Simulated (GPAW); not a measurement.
The system is MgS.

```
CELL_PARAMETERS angstrom
4.03462 0.00000 0.00000
-2.01731 3.49409 0.00000
0.00000 0.00000 6.43229
ATOMIC_POSITIONS crystal
S 0.66667 0.33333 0.87924
S 0.33333 0.66667 0.37924
Mg 0.33333 0.66667 0.99575
Mg 0.66667 0.33333 0.49575
```

The cell comes from a database or a generator and needn't be the stable form of this composition.

Base run:

* Program: GPAW 26.7.0
* Functional: r2SCAN
* Potentials or basis: GPAW PAW data sets (gpaw-data 1.2.1)
* Cutoff: 800 eV
* Basis: pw
* k mesh: 5 × 5 × 3
* Occupations: fermi-dirac, width 0.05 eV
* Spin: no spin polarisation

Its results: band gap on the k mesh 4.12 eV, direct; pressure 0.1 GPa; largest force 0.054 eV/Å.

Task: The run is repeated on the same cell with these changes: functional from r2SCAN to LDA; potentials or basis from GPAW PAW data sets (gpaw-data 1.2.1) to the program's PAW data sets (release 1.2.1) made for this functional. What comes out?

Result: Band gap on the k mesh 3.15 eV, direct; pressure -2.1 GPa; largest force 0.051 eV/Å.

Caveats: the PAW data sets were made with another functional, which shifts forces and pressure a little (some runs).

Not every run made on this cell is shown here.
